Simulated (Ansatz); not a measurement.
# From the elastic tensor of SiC to moduli and sound speeds

The calculation used Ansatz, DFT PBE, scalar-relativistic, plane waves, PAW. Settings: 420 eV plane-wave cutoff, Γ-centred 8×8×8 mesh, fixed occupations. No spin polarisation.

Symmetry: F-43m, No. 216, cubic system. Conventional cell: a = 4.379 Å, b = 4.379 Å, c = 4.379 Å, α = 90.00°, β = 90.00°, γ = 90.00°. Si (site symmetry -43m) is surrounded by 4 C at 1.90 Å. Around C (site symmetry -43m) lie 4 Si at 1.90 Å.

The cell is the ideal cubic zincblende prototype.

Relaxed-ion constants (GPa, on the Cartesian axes of the calculation):
```
383.5 127.8 127.8   0.0   0.0   0.0
127.8 383.5 127.8   0.0   0.0   0.0
127.8 127.8 383.5   0.0   0.0   0.0
  0.0   0.0   0.0 239.4   0.0   0.0
  0.0   0.0   0.0   0.0 239.4   0.0
  0.0   0.0   0.0   0.0   0.0 239.4
```

Density 3.173 g/cm³; 2 atoms in 20.99 Å³.

The values that follow are for a polycrystal of randomly turned grains, by Hill's mean where one number stands.

With S = C⁻¹: B_V = (C11+C22+C33+2(C12+C13+C23))/9, G_V = (C11+C22+C33−C12−C13−C23+3(C44+C55+C66))/15, 1/B_R = S11+S22+S33+2(S12+S13+S23), 15/G_R = 4(S11+S22+S33−S12−S13−S23)+3(S44+S55+S66); Hill is their mean. Then v_l = √((B+4G/3)/ρ), v_t = √(G/ρ), v_m = [(2/v_t³+1/v_l³)/3]^(−1/3) and Θ = (ħ/k_B)·v_m·(6π²n/V)^(1/3) for n atoms in the volume V; E = 9BG/(3B+G), ν = (3B−2G)/(2(3B+G)) and A^U = 5G_V/G_R + B_V/B_R − 6.

```
Bulk modulus, Voigt / Reuss / Hill          : 213.0 / 213.0 / 213.0 GPa
Shear modulus, Voigt / Reuss / Hill         : 194.8 / 177.5 / 186.1 GPa
Young's modulus                             : 432 GPa
Poisson ratio                               : 0.162
Pugh ratio B/G                              : 1.14
Universal anisotropy index                  : 0.49
Longitudinal and transverse sound speeds    : 12057 and 7660 m/s
Debye temperature from the mean sound speed : 1145 K
```

Cost: 1 run of about 0.21 core-minutes, on Intel Xeon 6975P-C (Granite Rapids) (shared hosts).

The tensor describes a stiff covalent solid that resists shear almost as strongly as compression, as the low Pugh and Poisson ratios reflect. C44 (239.4 GPa) lies well above C12 (127.8 GPa), contrary to the Cauchy relation for central forces and consistent with strongly directional sp³ bonds. The crystal is nonetheless clearly anisotropic, stiffest along ⟨111⟩ and softest along ⟨100⟩. The geometry of the tetrahedral network explains this: a tetragonal shear leaves the bond lengths unchanged to first order and is opposed mainly by angle bending, whereas the shear governed by C44 also stretches and compresses bonds, a cost that internal displacement of the two sublattices only partly relieves. The fast sound and high Debye temperature follow from stiff short bonds combined with light atoms. The Pugh ratio suggests brittle behaviour, but fracture toughness and hardness also depend on cleavage energies, dislocation motion and microstructure, which elastic constants alone do not determine.
